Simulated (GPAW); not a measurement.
Crystal: Ge.

```xyz
4
Lattice="5.1490 0.0000 0.0000 0.0000 5.1490 0.0000 0.0000 0.0000 2.7948" Properties=species:S:1:pos:R:3 pbc="T T T"
Ge    0.0000    0.0000    1.3974
Ge    0.0000    2.5745    2.0961
Ge    2.5745    2.5745    0.0000
Ge    2.5745    0.0000    0.6987
```

This isn't the form of Ge at room conditions, which is diamond.

The cell isn't the ideal one: the cell as VASP's run set it.

Base run:

```yaml
Program: GPAW 26.7.0
Functional: LDA
Potentials_or_basis: the program's PAW data sets (release 1.2.1) made for this functional
Cutoff: 600 eV
Basis: pw
k_mesh: 5 × 5 × 9
Occupations: gaussian, width 0.05 eV
Spin: no spin polarisation
```

Its results: band gap on the k mesh none (metal or under the smearing width); pressure -2.7 GPa.

Q: The run is repeated on the same cell with these changes: functional from LDA to PBEsol; potentials or basis from the program's PAW data sets (release 1.2.1) made for this functional to PAW data sets generated in the run's folder for this functional. What comes out?

A: Band gap on the k mesh none (metal or under the smearing width); pressure -0.9 GPa.

Not every run made on this cell is shown here.
